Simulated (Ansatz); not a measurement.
Space group Fm-3m (No. 225). a = 4.147 Å, b = 4.147 Å, c = 4.147 Å, α = 90.00°, β = 90.00°, γ = 90.00°
```csv
atom,site,symmetry,x,y,z
Ag,4a,m-3m,0.0000,0.0000,0.0000
```

Equation of state of this Ag structure (not necessarily the ground state), with shape and atoms relaxed at each volume where symmetry leaves them free. It has no gap at any of these volumes. Computed with DFT PBE, scalar-relativistic, plane waves, PAW (Ansatz).

Settings: cutoff 420 eV, Γ-centred mesh 18×18×18 on the computed 1-atom cell, Gaussian smearing of 0.10 eV; no spin polarisation.

```
V (Å³/atom) E − E(largest V) (meV/atom) P (GPa)
     16.762                         5.14     6.83
     17.297                       -11.17     3.07
     17.832                       -16.11     0.01
     18.367                       -11.79    -2.48
     18.902                         0.00    -4.49
```

**Question.** Fit a third-order Birch–Murnaghan equation to E(V).

**Answer.** V0 = 17.83 Å³/atom, B0 = 92 GPa, B0' = 6.0.